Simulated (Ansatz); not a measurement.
Space group F-43m (No. 216). a = 3.625 Å, b = 3.625 Å, c = 3.625 Å, α = 90.00°, β = 90.00°, γ = 90.00°
| atom | site | symmetry | x | y | z |
| --- | --- | --- | --- | --- | --- |
| B | 4a | -43m | 0.0000 | 0.0000 | 0.0000 |
| N | 4c | -43m | 0.2500 | 0.2500 | 0.2500 |

Equation of state of this BN structure (not necessarily the ground state), with shape and atoms relaxed at each volume where symmetry leaves them free. Theory: Ansatz, DFT PBE, scalar-relativistic, plane waves, PAW.

Cutoff 420 eV; k points 12×12×12 on the computed 2-atom cell (Γ-centred); Gaussian smearing, width 0.02 eV; no spin polarisation.

```
V (Å³/atom) E − E(largest V) (meV/atom) P (GPa) gap on mesh (eV)
      5.239                        61.70    59.98              4.59
      5.417                         5.34    41.63              4.56
      5.596                       -32.04    25.74              4.53
      5.774                       -52.87    11.96              4.49
      5.953                       -59.26    -0.01              4.46
      6.131                       -53.44   -10.39              4.43
      6.310                       -36.71   -19.42              4.40
      6.548                         0.00   -29.65              4.35
```

Q: Fit a third-order Birch–Murnaghan equation to E(V).

A: V0 = 5.95 Å³/atom, B0 = 371 GPa, B0' = 3.7.